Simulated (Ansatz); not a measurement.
Input and output of a relaxation of cell and atoms on GaN (wurtzite) (Ansatz 0.2.0, PBEsol). It starts from the PBE minimum.

```yaml
crystal:
  lattice:
    - [3.218318014, 0.0, 0.0]
    - [-1.609159007, 2.7871451576, 0.0]
    - [0.0, 0.0, 5.2432518876]
  atoms:
    - { symbol: Ga, position: [0.3333333333, 0.6666666667, -0.000852459] }
    - { symbol: Ga, position: [0.6666666667, 0.3333333333, 0.499147541] }
    - { symbol: "N", position: [0.3333333333, 0.6666666667, 0.375852459] }
    - { symbol: "N", position: [0.6666666667, 0.3333333333, 0.875852459] }
kpoints:
  mp_grid: { grid: [12, 12, 4] }
hamiltonian:
  xc: pbesol
scf:
  occupations: { method: fermi_dirac, width: 0.02 }
relax:
  f_tol: 0.005
  cell: {}
```

The output follows, shortened, with numbered blanks.
```
Functional definition: PBEsol
Crystal: 4 atoms, lattice volume = 47.032 Å³
[1]
Bands: 22, of which v1, the nominal top of the filled ones, is band 18 counted from 1 (17 counted from 0)
[2]
relax step 1: F+E_penalty+E_count = -8245.66497333 eV  max|allowed force component| = 1.099e-3 eV/Å  Δτ_max = 0.0000 Å  P = -5.860 GPa  Ω = 47.032 Å³
--- Relaxed structure (7 steps of the walk, 6 accepted, 2 SCFs on fresh bases) ---
[3]
```

Q: Fill in the blanks. They hold the relaxed structure, the symmetry found, cutoff and plane waves at Γ.

A:
```
[1]
Basis set: ecut = 420 eV, 941 PW (Γ)
[2]
Symmetry: 12 space group operations
Space group: P63mc (ITA 186)
[3]
  F+E_penalty+E_count = -8245.69416718 eV   max|allowed force component| = 1.275e-5 eV/Å
  cell:  # Å, volume = 45.4860 Å³
    - [3.182605, 0.000000, 0.000000]
    - [-1.591302, 2.756217, 0.000000]
    - [0.000000, 0.000000, 5.185389]
  atoms:
    - { symbol: Ga, position: [0.333333, 0.666667, -0.000804] }
    - { symbol: Ga, position: [0.666667, 0.333333, 0.499196] }
    - { symbol: N, position: [0.333333, 0.666667, 0.375804] }
    - { symbol: N, position: [0.666667, 0.333333, 0.875804] }
```
Only the leading digits can be foreseen; the rest is this run's record.

In 7 steps the volume changed by -3.3 %; between the first SCF and the last, each on a basis chosen for its cell, the energy fell by 7.3 meV an atom. At the end: it is hexagonal, P6_3mc (No. 186); conventional cell a = 3.183 Å, c = 5.185 Å, 11.37 Å³ an atom. Around Ga lie 4 N at 1.95 Å; around N lie 4 Ga at 1.95 Å.

Command: `ansatz run input.yaml --threads 4 --pin off --max-ram 7372MiB --backend cpu --events-out ev --progress --plain --runs-dir out`.

Q: It took 12 s on 4 threads of Arm Neoverse V1, with other jobs on the host. What peak of host memory did it reach?

A: About 0.4 GiB.

No spin polarisation and no zero-point or thermal motion.
